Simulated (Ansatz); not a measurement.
Before relaxation, clean slab, lower planes held (InP, F-43m (No. 216), (1 1 0) face):

```yaml
crystal:
  lattice:
    - [8.33479, 0.00000, 0.00000]
    - [0.00000, 5.89359, 0.00000]
    - [0.00000, 0.00000, 20.16740]
  atoms:
    - { symbol: In, position: [0.25000, 0.50000, 0.39668] }
    - { symbol: In, position: [0.75000, 0.50000, 0.39668] }
    - { symbol: P, position: [0.50000, 0.25000, 0.39668] }
    - { symbol: P, position: [0.00000, 0.25000, 0.39668] }
    - { symbol: In, position: [0.50000, 0.00000, 0.50000] }
    - { symbol: In, position: [0.00000, 0.00000, 0.50000] }
    - { symbol: P, position: [0.75000, 0.75000, 0.50000] }
    - { symbol: P, position: [0.25000, 0.75000, 0.50000] }
    - { symbol: In, position: [0.75000, 0.50000, 0.60332] }
    - { symbol: In, position: [0.25000, 0.50000, 0.60332] }
    - { symbol: P, position: [0.00000, 0.25000, 0.60332] }
    - { symbol: P, position: [0.50000, 0.25000, 0.60332] }
```

All numbers below come from DFT PBE+D3(BJ), scalar-relativistic, plane waves, PAW in Ansatz 0.2.0. Settings: cutoff 420 eV, Γ-centred mesh 2×3×1 on the computed 12-atom cell, Gaussian smearing of 0.05 eV; no spin polarisation. The cell repeats along c with a dipole correction in the vacuum.

Atoms 1, 2, 3, 4 (counted from 1) are held. The cell is fixed. Force threshold 0.03 eV/Å.

```json
{"step": "1", "E − E_final (eV)": "1.547", "largest force (eV/Å)": "1.212"}
{"step": "2", "E − E_final (eV)": "0.537", "largest force (eV/Å)": "0.720"}
{"step": "3", "E − E_final (eV)": "0.100", "largest force (eV/Å)": "0.349"}
{"step": "4", "E − E_final (eV)": "0.025", "largest force (eV/Å)": "0.342"}
{"step": "5", "E − E_final (eV)": "0.001", "largest force (eV/Å)": "0.050"}
{"step": "6", "E − E_final (eV)": "0.000", "largest force (eV/Å)": "0.012"}
```

**Question.** What is the final structure?

**Answer.**
```xyz
12
Lattice="8.3348 0.0000 0.0000 0.0000 5.8936 0.0000 0.0000 0.0000 20.1674" Properties=species:S:1:pos:R:3 pbc="T T T"
In    2.0837    2.9468    8.0000
In    6.2511    2.9468    8.0000
P     4.1674    1.4734    8.0000
P     0.0000    1.4734    8.0000
In    4.1674    0.3263   10.3051
In    0.0000    0.3263   10.3051
P     6.2511    4.7304    9.9409
P     2.0837    4.7304    9.9409
In    6.2511    2.8748   11.7184
In    2.0837    2.8748   11.7184
P     0.0000    1.6593   12.5121
P     4.1674    1.6593   12.5121
```